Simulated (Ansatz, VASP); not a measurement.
# One calculation of Sb, two programs

```
CELL_PARAMETERS angstrom
3.20158 0.00000 0.00000
0.00000 3.20158 0.00000
0.00000 0.00000 3.20158
ATOMIC_POSITIONS crystal
Sb 0.00000 0.00000 0.00000
```

Change from the starting cell: volume scaled by 1.04.

Alike in both runs: task single point; functional PBEsol; k mesh 13 × 13 × 13; occupations fermi-dirac, width 0.05 eV; no spin polarisation.

|  | VASP | Ansatz |
| --- | --- | --- |
| version | VASP 6.6.1 | Ansatz 0.2.0 |
| potentials or method | VASP PAW PBE potentials, release 64 (Sb), cutoff 520 eV | all-electron LAPW, scalar-relativistic |

```csv
,VASP,Ansatz,Ansatz less VASP
pressure (GPa),-6.3,-6.3,0.00
```

Ansatz ran all-electron here, so the differences hold the error of VASP's frozen core and of both bases.

Caveats: the PAW data sets were made with another functional, which shifts forces and pressure a little (VASP). Spin-orbit coupling is left out, which matters for the levels of Sb.
